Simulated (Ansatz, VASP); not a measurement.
Two plane-wave programs on SnO

File INCAR:

```
SYSTEM = SnO
PREC = Accurate
ENCUT = 600
EDIFF = 1E-6
ISMEAR = 0
SIGMA = 0.1
LREAL = .False.
LASPH = .True.
NELM = 100
ALGO = Fast
ISIF = 3
LWAVE = .False.
LCHARG = .False.
GGA = PE
IBRION = 2
NSW = 90
EDIFFG = -0.04
```

KPOINTS

```
regular mesh
0
Gamma
  6 6 4
  0 0 0
```

File POSCAR:

```
SnO
1.0
    3.3158679500      0.0000000000      0.0000000000
   -1.6579339800      2.8716258800      0.0000000000
    0.0000000000      0.0000000000      6.3883928700
Sn O
2 2
Direct
    0.3333333300      0.6666666700      0.2500000000
    0.6666666700      0.3333333300      0.7500000000
    0.0000000000      0.0000000000      0.0000000000
    0.0000000000      0.0000000000      0.5000000000
```

Input for Ansatz:

```yaml
crystal:
  lattice:
    - [3.31586795, 0.0, 0.0]
    - [-1.65793398, 2.87162588, 0.0]
    - [0.0, 0.0, 6.38839287]
  atoms:
    - { symbol: Sn, position: [0.33333333, 0.66666667, 0.25] }
    - { symbol: Sn, position: [0.66666667, 0.33333333, 0.75] }
    - { symbol: O, position: [0.0, 0.0, 0.0] }
    - { symbol: O, position: [0.0, 0.0, 0.5] }
basis:
  ecutwfc: 420
kpoints:
  mp_grid: { grid: [6, 6, 4] }
hamiltonian:
  xc: pbe
scf:
  occupations: { method: gaussian, width: 0.1 }
  lower_state_search: "off"
output:
  forces: true
  stress: true
  eigenvalues: true
relax:
  adjacent_minimum: "off"
  f_tol: 0.04
  max_steps: 70
  cell: { stress_tol: 0.4 }
```

Alike in both runs: task relaxation of cell and atoms; functional PBE; k mesh 6 × 6 × 4; occupations gaussian, width 0.1 eV; no spin polarisation.

|  | VASP | Ansatz |
| --- | --- | --- |
| version | VASP 6.6.1 | Ansatz 0.2.0 |
| potentials or method | VASP PAW PBE potentials, release 64 (Sn_d, O) | scalar-relativistic, plane waves, PAW |
| plane-wave cutoff (eV) | 600 | 420 |
| valence electrons in the cell | 40 | 40 |

|  | VASP | Ansatz | Ansatz less VASP |
| --- | --- | --- | --- |
| gap on the k mesh at the Fermi level, each at its own relaxed structure (eV) | none | none | - |
| relaxed volume (Å³/atom) | 16.12 | 16.13 | +0.003 |
| relaxed cell length with the largest relative difference (Å) | 6.404 | 6.402 | -0.0022 |
| energy change over the relaxation (meV/atom) | -14 | -14 | -0.3 |

A gap of «none» marks a metal or a gap that the smearing closes.

Caveats: the k mesh is coarse (spacing up to 0.36 Å⁻¹), so the values aren't converged.
